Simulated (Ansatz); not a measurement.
Mg:

```
CELL_PARAMETERS angstrom
3.20930 0.00000 0.00000
-1.60465 2.77934 0.00000
0.00000 0.00000 5.21030
ATOMIC_POSITIONS crystal
Mg 0.66667 0.33333 0.75000
Mg 0.33333 0.66667 0.25000
```

| Property | Result |
| --- | --- |
| Program | Ansatz 0.2.0 |
| Task | relaxation of cell and atoms |
| Functional | PBE |
| Dispersion | D4 |
| Potentials or basis | all-electron LAPW, scalar-relativistic |
| Basis error allowed | 0.001 eV/atom |
| k mesh | 10 × 10 × 5 |
| Occupations | fermi-dirac, width 0.05 eV |
| Spin | no spin polarisation |

At the start: volume 23.24 Å³/atom.

Question: Where does the relaxation end?

Answer: Over 10 steps the energy falls by 2.9 meV/atom; space group P6_3/mmc (No. 194, to 0.05 Å).

The path:
| step | energy change (eV) | largest force (eV/Å) | volume (Å³) |
| --- | --- | --- | --- |
| 1 | 0.0000 | 0.0000 | 46.47 |
| 2 | -0.0003 | 0.0000 | 46.59 |
| 3 | -0.0009 | 0.0000 | 46.57 |
| 4 | -0.0015 | 0.0000 | 46.56 |
| 5 | -0.0022 | 0.0000 | 46.55 |
| 6 | -0.0048 | 0.0000 | 46.46 |
| 7 | -0.0057 | 0.0000 | 46.46 |
| 8 | -0.0058 | 0.0000 | 46.48 |
| 9 | -0.0058 | 0.0000 | 46.48 |
| 10 | -0.0058 | 0.0000 | 46.48 |

Final structure:
```cif
data_structure
_symmetry_space_group_name_H-M 'P 1'
_symmetry_Int_Tables_number 1
_cell_length_a 3.1761
_cell_length_b 3.1761
_cell_length_c 5.3204
_cell_angle_alpha 90.000
_cell_angle_beta 90.000
_cell_angle_gamma 120.000
_cell_volume 46.48
loop_
_atom_site_label
_atom_site_type_symbol
_atom_site_fract_x
_atom_site_fract_y
_atom_site_fract_z
_atom_site_occupancy
Mg1 Mg 0.66667 0.33333 0.75000 1
Mg2 Mg 0.33333 0.66667 0.25000 1
```
